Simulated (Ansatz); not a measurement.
Runs of Ansatz 0.2.0 on Hg. Symmetry: I4/mmm, No. 139, tetragonal system. Conventional cell: a = 3.753 Å, b = 3.753 Å, c = 3.834 Å, α = 90.00°, β = 90.00°, γ = 90.00°. Hg (site symmetry 4/mmm) is surrounded by 12 Hg at 3.27 to 3.75 Å. 

```tsv
task	level	potentials or basis	k mesh	cutoff (eV)	smearing	driver	mesh quality	gap on the mesh (eV)	pressure (GPa)
atomic charges	PBE0	Ansatz NC	6 × 6 × 6	898	gaussian 0.15 eV	chain	coarse	none	0.9
density of states	PBE	JTH PAW	10 × 10 × 10	870	methfessel-paxton 0.1 eV	chain	not flagged	none	1.6
density of states	PBE	JTH PAW	10 × 10 × 10	870	methfessel-paxton 0.1 eV	-	not flagged	none	1.6
ladder of functionals	SVWN5	Ansatz NC or PseudoDojo by element	10 × 10 × 10	816	gaussian 0.025 eV	chain	not flagged	none	(a)
```

Alike in all rows: no spin polarisation; cell as given.

Question: Fill in the values left out.

Answer: (a) -4.3.

Caveats: some runs use coarse meshes; the potentials were made for another functional, which shifts forces and pressure (some runs); the thresholds are loose for stress (some runs).

A k mesh can miss the band edges, and the runs leave out spin-orbit coupling on Hg.

A gap of «none» marks a metal or a gap under the smearing width.

The runs don't all hold the same shells in valence.
